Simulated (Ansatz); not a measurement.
## Ag: from a trial structure to a relaxed crystal

All numbers below come from Ansatz 0.2.0, DFT PBE, scalar-relativistic, plane waves, PAW. Cutoff 420 eV, Γ-centred k mesh, Gaussian smearing, no spin polarisation in the final step.

The start is a random cell of Ag with space group R3m (No. 160), drawn with lower limits on the distances.

```
Ag
1.0
     3.18798    1.84058    2.80457
    -3.18798    1.84058    2.80457
     0.00000   -3.68116    2.80457
Ag
5
Cartesian
  0.0000 0.0000 1.0517
  -1.1191 -0.6461 3.8563
  0.0000 1.2923 3.8563
  1.1191 -0.6461 3.8563
  0.0000 0.0000 6.6609
```

Cell and atoms relax at zero pressure; the relaxation can't lower the symmetry of the start. After a coarse first stage the cell is made exact in the group found at 0.06 Å.

Energies count from the standard state of Ag at the same level.

Q: Which crystal results?

A: It keeps R3m (No. 160). Conventional cell: a = 7.378 Å, c = 7.174 Å. Around Ag on Wyckoff site a (1 atom of the primitive cell) lie 1 Ag at 2.64 Å and 3 Ag at 2.81 Å; around Ag on Wyckoff site b (3 atoms of the primitive cell) lie 5 Ag at 2.63–2.82 Å; Ag on Wyckoff site a (1 atom of the primitive cell) is coordinated by 7 Ag at 2.63–2.77 Å.

Space group R3m:H (No. 160). a = 7.378 Å, b = 7.378 Å, c = 7.174 Å, α = 90.00°, β = 90.00°, γ = 120.00°
```
atom site symmetry x y z
  Ag    3a        3m  0.0000  0.0000  0.1406
  Ag    9b        .m  0.7449  0.8725  0.4597
  Ag    3a        3m  0.0000  0.0000  0.7720
```

Q: What are its volume, energy, density and gap?

A: The volume per atom is 22.55 Å³ and the density is 7.94 g/cm³. The energy over the standard structure is 0.40 eV/atom and the gap on the 9×9×9 mesh is 0 eV (a metal).

The final run used a 9×9×9 mesh on its 5-atom cell and 0.10 eV smearing. The k mesh leaves about 4 meV/atom of noise in metals. Symmetry constrained the relaxation, so the result can be a saddle point. The steps took of the order of 12 core-minutes in all.